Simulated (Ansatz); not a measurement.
ZnSe (Stilleite), 2 atoms in the cell. The structure is cubic, space group F-43m (No. 216). The conventional cell has a = 5.668 Å, b = 5.668 Å, c = 5.668 Å, α = 90.00°, β = 90.00°, γ = 90.00°. Se (site symmetry -43m) is surrounded by 4 Zn at 2.45 Å. Zn (site symmetry -43m) is surrounded by 4 Se at 2.45 Å. 

| Item | Value |
| --- | --- |
| Program | Ansatz 0.2.0 |
| Task | relaxation of cell and atoms |
| Functional | BLYP |
| Dispersion | D3(BJ) |
| Potentials or basis | all-electron LAPW, scalar-relativistic |
| Basis error allowed | 0.001 eV/atom |
| k mesh | 8 × 8 × 8 |
| Occupations | fermi-dirac, width 0.05 eV |
| Spin | no spin polarisation |

Potentials or basis: all-electron LAPW, scalar-relativistic.

Run with:

```sh
$ ansatz run input.yaml --threads 1 --pin off --max-ram 3072MiB --backend cpu --events-out ev --progress --plain --runs-dir out
```

Hardware: 1 thread of Intel(R) Xeon(R) Processor @ 2.50GHz (Skylake/Cascade Lake) (shared host).

Question: Estimate the wall time of this run.

Answer: Run time: 46 s on 1 thread of Intel(R) Xeon(R) Processor @ 2.50GHz (Skylake/Cascade Lake), with other jobs on the host, peak memory 0.33 GiB. Counts: scf iterations 14, plane waves 609, k points 29, bands 27, ion steps 4.
